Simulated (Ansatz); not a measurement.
A plane-wave DFT run in Ansatz 0.2.0 (scalar-relativistic PAW potentials unless the input names others): input and command.

```yaml
crystal:
  lattice:
    - [3.5459643478, 0.0, 0.0]
    - [-1.7729821739, 3.0708952061, 0.0]
    - [0.0, 0.0, 31.8244159702]
  atoms:
    - { symbol: S, position: [0.6666666667, 0.3333333333, 0.4532688949] }
    - { symbol: Hf, position: [0.0, 0.0, 0.5] }
    - { symbol: S, position: [0.3333333333, 0.6666666667, 0.5467311051] }
  periodic: [true, true, false]
basis:
  ecutwfc: 420
kpoints:
  mp_grid: { grid: [9, 9, 1] }
hamiltonian:
  xc: pbe
  dispersion: d3bj
scf:
  occupations: { method: tetrahedron_uncorrected }
output:
  forces: true
  eigenvalues: true
  stress: true
```

```bash
ansatz run input.yaml --threads 1 --pin off --max-ram 3072MiB --backend cpu --events-out ev --progress --plain --runs-dir out
```

Abridged log:
```
Pseudopotentials: kind: paw
Pseudopotential: S, paw, valence charge 6, recommended cutoff 420 eV (normal)
Pseudopotential: Hf, paw, valence charge 26, recommended cutoff 420 eV (normal)
Functional definition: PBE
Crystal: 3 atoms, lattice volume = 346.545 Å³
Basis set: ecut = 420 eV, 6701 PW (Γ), exchange–correlation on 48×48×432 points (8 copies of the dense FFT grid, shifted against one another)
Bands: 23, of which v1, the nominal top of the filled ones, is band 19 counted from 1 (18 counted from 0)
Symmetry: 12 space group operations
Space group: P-3m1 (ITA 164), of the structure as read, at distance tolerance 7.0e-5 Å
k-points: 12 of 81
Initial density: superposition of atomic densities (neutral atoms: chi_scale 0, normalization atom), corrected by the library's trained network
Initial wavefunctions: pseudopotential atomic-orbital guess
Functional: x = pbe(κ = 0.804, μ = 0.21951497), c = pbe(β = 0.06672455)
SCF iter   1: F=—  HF=-17530.854232 eV  |F-HF|=—  |Δ(HF+E_count)|=         —  Δρ=6.87e-4  dr2=3.43e-3  ethr=1.77e-3  ⟨swp⟩=14.3  Hψ=2099  notcnv=0
SCF iter   2: F=—  HF=-17530.854405 eV  |F-HF|=—  |Δ(HF+E_count)|=   1.73e-4  Δρ=4.27e-4  dr2=8.07e-4  ethr=9.02e-6  ⟨swp⟩=5.1  Hψ=1014  notcnv=0
SCF iter   3: F=—  HF=-17530.854611 eV  |F-HF|=—  |Δ(HF+E_count)|=   2.06e-4  Δρ=1.98e-4  dr2=1.43e-4  ethr=2.12e-6  ⟨swp⟩=4.2  Hψ=610  notcnv=0
SCF iter   4: F=—  HF=-17530.854834 eV  |F-HF|=—  |Δ(HF+E_count)|=   2.23e-4  Δρ=9.78e-5  dr2=3.05e-5  ethr=3.77e-7  ⟨swp⟩=4.8  Hψ=669  notcnv=0
SCF iter   5: F=—  HF=-17530.855082 eV  |F-HF|=—  |Δ(HF+E_count)|=   2.48e-4  Δρ=2.54e-5  dr2=3.08e-6  ethr=8.04e-8  ⟨swp⟩=6.2  Hψ=770  notcnv=0  defer=1
SCF iter   6: F=—  HF=-17530.855094 eV  |F-HF|=—  |Δ(HF+E_count)|=   1.22e-5  Δρ=7.91e-6  dr2=1.98e-7  ethr=8.11e-9  ⟨swp⟩=6.6  Hψ=761  notcnv=0
SCF iter   7: F=-17530.855094 eV  HF=-17530.855094 eV  |F-HF|=4.89e-9  |Δ(HF+E_count)|=   1.38e-7  Δρ=1.25e-6  dr2=1.10e-8  ethr=2.63e-10  ⟨swp⟩=7.2  Hψ=1424  notcnv=0
SCF iter   8: F=-17530.855094 eV  HF=-17530.855094 eV  |F-HF|=1.70e-9  |Δ(HF+E_count)|=   1.28e-9  Δρ=4.41e-7  dr2=1.37e-9  ethr=2.90e-11  ⟨swp⟩=3.7  Hψ=1196  notcnv=0
SCF 1 converged in 8 iterations: F = -17530.855094 eV  dr2 = 1.37e-9
SCF converged after 8 iterations
an eigenvalue changed by more than its tolerance at an iteration that met the thresholds in force, so the SCF went on 1 time: the last check found none over its tolerance
Free energy (F): -17530.855094 eV
Harris-Foulkes:  -17530.855094 eV  (|F-HF|=1.70e-9)
Internal energy: -17530.855094 eV  (E = F + TS)
E sigma→0 (E₀):  -17530.855094 eV
Fermi energy:    -6.161059 eV
  E_disp       = -0.711428  (pairwise vdW)
--- Forces (eV/Å), atoms counted from 1 ---
  atom   1  S      0.00000000     0.00000000    -0.00030020
  atom   2  Hf     0.00000000     0.00000000     0.00000000
  atom   3  S      0.00000000     0.00000000     0.00030020
--- 2D stress c σ (N/m, compression-positive) ---
        2.121356       0.000000       0.000000
        0.000000       2.121356       0.000000
        0.000000       0.000000       0.000000
  P = ½ c Tr σ = 2.1214 N/m
```

Apart from outputs, empty bands and the relaxation, which only the reference makes, the input differs from a reference run on usual settings in scf.occupations.width: 0.02 → not typed; scf.occupations.method: "gaussian" → "tetrahedron_uncorrected". The reference, at the same geometry, ended its own course with largest force 0.000 eV/Å, gap on the mesh 0.96 eV. This run converged in 8 SCF iterations with an energy at zero smearing within 0.01 meV/atom of the reference's, largest force 0.000 eV/Å, gap on the mesh 0.96 eV.